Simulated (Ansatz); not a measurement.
# WSe2 (P6_3/mmc): how the settings move a single-point run

Question: which choices in the input matter for WSe2 (P6_3/mmc)?

Computed with Ansatz 0.2.0 (reference: DFT PBE, scalar-relativistic, plane waves, PAW, unless a step's input says otherwise).

3 further runs of the same task are left out: 1 for a known fault of the program, 1 that didn't finish, 1 set aside as unsound or not needed. Runs told in other sessions of the task aren't counted.

## 1. The starting structure

Symmetry: P6_3/mmc, No. 194, hexagonal system. Conventional cell: a = 3.321 Å, b = 3.321 Å, c = 15.269 Å, α = 90.00°, β = 90.00°, γ = 120.00°. W (site symmetry -6m2) is surrounded by 6 Se at 2.55 Å. Se (site symmetry 3m) has 3 W at 2.55 Å in its first shell of neighbours.

As a file:

```cif
data_structure
_symmetry_space_group_name_H-M 'P 1'
_symmetry_Int_Tables_number 1
_cell_length_a 3.3207
_cell_length_b 3.3207
_cell_length_c 15.2692
_cell_angle_alpha 90.000
_cell_angle_beta 90.000
_cell_angle_gamma 120.000
_cell_volume 145.81
loop_
_atom_site_label
_atom_site_type_symbol
_atom_site_fract_x
_atom_site_fract_y
_atom_site_fract_z
_atom_site_occupancy
W1 W 0.33333 0.66667 0.25000 1
W2 W 0.66667 0.33333 0.75000 1
Se1 Se 0.33333 0.66667 0.64009 1
Se2 Se 0.66667 0.33333 0.14009 1
Se3 Se 0.33333 0.66667 0.85991 1
Se4 Se 0.66667 0.33333 0.35991 1
```

## 2. Reference

Input file input.yaml:

```yaml
crystal:
  lattice:
    - [3.3206726644, 0.0, 0.0]
    - [-1.6603363322, 2.875786885, 0.0]
    - [0.0, 0.0, 15.2692400593]
  atoms:
    - { symbol: W, position: [0.3333333333, 0.6666666667, 0.25], spin: 0.05 }
    - { symbol: W, position: [0.6666666667, 0.3333333333, 0.75], spin: 0.05 }
    - { symbol: Se, position: [0.3333333333, 0.6666666667, 0.6400904823] }
    - { symbol: Se, position: [0.6666666667, 0.3333333333, 0.1400904823] }
    - { symbol: Se, position: [0.3333333333, 0.6666666667, 0.8599095177] }
    - { symbol: Se, position: [0.6666666667, 0.3333333333, 0.3599095177] }
basis:
  ecutwfc: 420
  ecutrho_ratio: 4
kpoints:
  mp_grid: { grid: [10, 10, 2] }
  band_path:
    path:
      - [[0.0, 0.0, 0.0], [0.5, 0.0, 0.0], [0.33333333, 0.33333333, 0.0], [0.0, 0.0, 0.0], [0.0, 0.0, 0.5], [0.5, 0.0, 0.5], [0.33333333, 0.33333333, 0.5], [0.0, 0.0, 0.5]]
      - [[0.5, 0.0, 0.5], [0.5, 0.0, 0.0]]
      - [[0.33333333, 0.33333333, 0.5], [0.33333333, 0.33333333, 0.0]]
    npoints: 14
hamiltonian:
  xc: pbe
scf:
  occupations: { method: gaussian, width: 0.05 }
  lower_state_search: "off"
  n_extra_bands: 23
output:
  forces: true
  stress: true
  eigenvalues: true
  populations: true
  dos: { projected: true, de: 0.02, nscf_kmesh: { grid: [15, 15, 3] } }
  bader: true
  write_density: true
  write_potential: true
  elf: true
  volumetric_format: npy
magnetization:
  spin_polarized: true
checkpoint:
  read: start.run
  write: ck
  compress: false
  write_wavefunctions: false
  write_every: 100000
```

Command:

```sh
$ ansatz run input.yaml --threads 4 --pin off --max-ram 7168MiB --backend cpu --events-out ev --progress --plain --runs-dir out
```

## 3. Changing settings: chi_scale 0.0, accuracy high, lower_state_search left out

Input file input.yaml:

```yaml
crystal:
  lattice:
    - [3.320672664387, 0.0, 0.0]
    - [-1.660336332193, 2.875786885011, 0.0]
    - [0.0, 0.0, 15.2692400593]
  atoms:
    - { symbol: W, position: [0.3333333333333, 0.6666666666667, 0.25], spin: 2.0 }
    - { symbol: W, position: [0.6666666666667, 0.3333333333333, 0.75], spin: 2.0 }
    - { symbol: Se, position: [0.3333333333333, 0.6666666666667, 0.6400904823] }
    - { symbol: Se, position: [0.6666666666667, 0.3333333333333, 0.1400904823] }
    - { symbol: Se, position: [0.3333333333333, 0.6666666666667, 0.8599095177] }
    - { symbol: Se, position: [0.6666666666667, 0.3333333333333, 0.3599095177] }
basis:
  ecutwfc: 420
  ecutrho_ratio: 4
kpoints:
  mp_grid: { grid: [10, 10, 2] }
hamiltonian:
  xc: pbe
scf:
  occupations: { method: gaussian, width: 0.05 }
  initial_density: { chi_scale: 0.0 }
output:
  forces: true
  stress: true
magnetization:
  spin_polarized: true
accuracy: high
```

## 4. Changed: lower_state_search light

Input file input.yaml:

```yaml
crystal:
  lattice:
    - [3.320672664387, 0.0, 0.0]
    - [-1.660336332193, 2.875786885011, 0.0]
    - [0.0, 0.0, 15.2692400593]
  atoms:
    - { symbol: W, position: [0.3333333333333, 0.6666666666667, 0.25], spin: 2.0 }
    - { symbol: W, position: [0.6666666666667, 0.3333333333333, 0.75], spin: 2.0 }
    - { symbol: Se, position: [0.3333333333333, 0.6666666666667, 0.6400904823] }
    - { symbol: Se, position: [0.6666666666667, 0.3333333333333, 0.1400904823] }
    - { symbol: Se, position: [0.3333333333333, 0.6666666666667, 0.8599095177] }
    - { symbol: Se, position: [0.6666666666667, 0.3333333333333, 0.3599095177] }
basis:
  ecutwfc: 420
  ecutrho_ratio: 4
kpoints:
  mp_grid: { grid: [10, 10, 2] }
hamiltonian:
  xc: pbe
scf:
  occupations: { method: gaussian, width: 0.05 }
  lower_state_search: light
output:
  forces: true
  stress: true
magnetization:
  spin_polarized: true
```

## 5. Variant: xc_grid 4, lower_state_search left out

Input file input.yaml:

```yaml
crystal:
  lattice:
    - [3.320672664387, 0.0, 0.0]
    - [-1.660336332193, 2.875786885011, 0.0]
    - [0.0, 0.0, 15.2692400593]
  atoms:
    - { symbol: W, position: [0.3333333333333, 0.6666666666667, 0.25], spin: 2.0 }
    - { symbol: W, position: [0.6666666666667, 0.3333333333333, 0.75], spin: 2.0 }
    - { symbol: Se, position: [0.3333333333333, 0.6666666666667, 0.6400904823] }
    - { symbol: Se, position: [0.6666666666667, 0.3333333333333, 0.1400904823] }
    - { symbol: Se, position: [0.3333333333333, 0.6666666666667, 0.8599095177] }
    - { symbol: Se, position: [0.6666666666667, 0.3333333333333, 0.3599095177] }
basis:
  ecutwfc: 420
  ecutrho_ratio: 4
  xc_grid: 4
kpoints:
  mp_grid: { grid: [10, 10, 2] }
hamiltonian:
  xc: pbe
scf:
  occupations: { method: gaussian, width: 0.05 }
output:
  forces: true
  stress: true
magnetization:
  spin_polarized: true
```

What does the calculation give? Wanted: for each run, ending; energy change; pressure; gap; force.

**Answer**, as computed:

```
                                                         run     ending  energy change  pressure (GPa)  gap (eV)  force (eV/Å)  cycles   time
                                                   reference  converged              0             0.0      1.64          0.00       -   42 s
1: chi_scale 0.0, accuracy high, lower_state_search left out  converged   0.0 meV/atom             0.0      1.64          0.00      12  8.1 s
                                 2: lower_state_search light  converged   0.0 meV/atom             0.0      1.64          0.00      11  7.1 s
                   3: xc_grid 4, lower_state_search left out  converged   0.0 meV/atom             0.0      1.64          0.00      11  7.3 s
```

Times don't compare one to one where runs were asked for different outputs or read a saved state (see the inputs); cycles may leave out searches for a lower state.

Residual by cycle in the longest SCF loop of each run; runs are numbered as in the table. The quantity is the density residual dr2, in eV.

```
cycle  reference    run 1    run 2    run 3
    1    8.6e-10     1.89     1.89     1.89
    2    1.6e-10     1.02     1.02     1.02
    3    6.0e-11    0.036   0.0361   0.0361
    4          -  0.00648  0.00647  0.00646
    5          -   0.0017   0.0017   0.0017
    6          -   1.2e-4   1.2e-4   1.2e-4
    7          -   1.1e-5   1.1e-5   1.1e-5
    8          -   1.1e-6   1.0e-6   1.0e-6
    9          -   5.9e-8   5.8e-8   5.8e-8
   10          -   3.4e-9   3.6e-9   3.7e-9
   11          -  1.1e-10  1.0e-10  1.0e-10
   12          -  2.2e-11        -        -
```

Of the converged runs whose energies compare with the reference's, none moves it noticeably. The gap of the reference lacks spin-orbit coupling, though the cell holds W.

The gaps are Kohn-Sham values of a semilocal functional, not quasiparticle or optical gaps. Such gaps usually fall short of the measured ones.
